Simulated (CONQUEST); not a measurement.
C:

```
C
1.0
     2.52207    0.00000    0.00000
     0.00000    2.52207    0.00000
     0.00000    0.00000    3.56674
C
4
Direct
  0.00458 0.49736 0.25042
  0.50458 0.99736 0.75042
  0.48754 0.49534 0.99394
  0.98754 0.99534 0.49394
```

This isn't the form of C at room conditions, which is graphite.

The cell isn't the ideal one: atoms moved at random, drawn with an rms of 0.05 Å.

Base run:

| Property | Result |
| --- | --- |
| Program | CONQUEST 1.3 |
| Functional | PBE |
| Potentials or basis | PseudoDojo NC PBE, DZP, multi-site functions of range 12 bohr, grid cutoff 120 Ha |
| k mesh | 8 × 8 × 6 |
| Occupations | fermi-dirac, width 0.05 eV |
| Spin | no spin polarisation |

Its results: band gap on the k mesh 3.47 eV; pressure 8.2 GPa; largest force 1.756 eV/Å.

Task: The run is repeated on the same cell with these changes: potentials or basis from PseudoDojo NC PBE, DZP, multi-site functions of range 12 bohr, grid cutoff 120 Ha to PseudoDojo NC PBE, SZ, grid cutoff 120 Ha. What comes out?

Result: Band gap on the k mesh 4.43 eV; pressure 24.0 GPa; largest force 2.181 eV/Å.

Caveats: the basis of atomic orbitals isn't converged, which shifts pressures, moduli and gaps; multi-site functions contract the basis, which raises the energy a little and makes forces and stress less exact (some runs); the atomic basis is small (some runs).

A k mesh can miss the band edges.
